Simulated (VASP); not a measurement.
A run of VASP 6.6.1 is set up as follows.

INCAR

```
SYSTEM = Si
  PREC = Accurate
  ENCUT = 600
  EDIFF = 1E-7
  ISMEAR = 0
  SIGMA = 0.03
  LREAL = .FALSE.
  LASPH = .TRUE.
  NELM = 80
  ALGO = Normal
  ISIF = 3
  LWAVE = .FALSE.
  LCHARG = .FALSE.
  GGA = PE
  IBRION = 2
  NSW = 90
  EDIFFG = -0.005
```

KPOINTS

```
regular mesh
0
G
  10 10 10
  0 0 0
```

File POSCAR:

```
Si                                      
1.0
    0.0000000000      2.7342968687      2.7342968687
    2.7342968687      0.0000000000      2.7342968687
    2.7342968687      2.7342968687      0.0000000000
  Si            
     2
Direct
     0.7500000000000000    0.7500000000000000    0.7500000000000000
     0.5000000000000000    0.5000000000000000    0.5000000000000000
```

Potentials or basis: VASP PAW PBE potentials, release 64 (Si).

Run with:

```bash
$ cat potpaw_PBE.64/Si/POTCAR > POTCAR
$ mpirun -np 1 vasp_std > vasp.out
```

(1) Predict the band gap on the k mesh.

Answers

(1) 0.62 eV, indirect (least direct gap 2.56 eV).

Caveat: the relaxation stopped at its first step, so nothing moved.
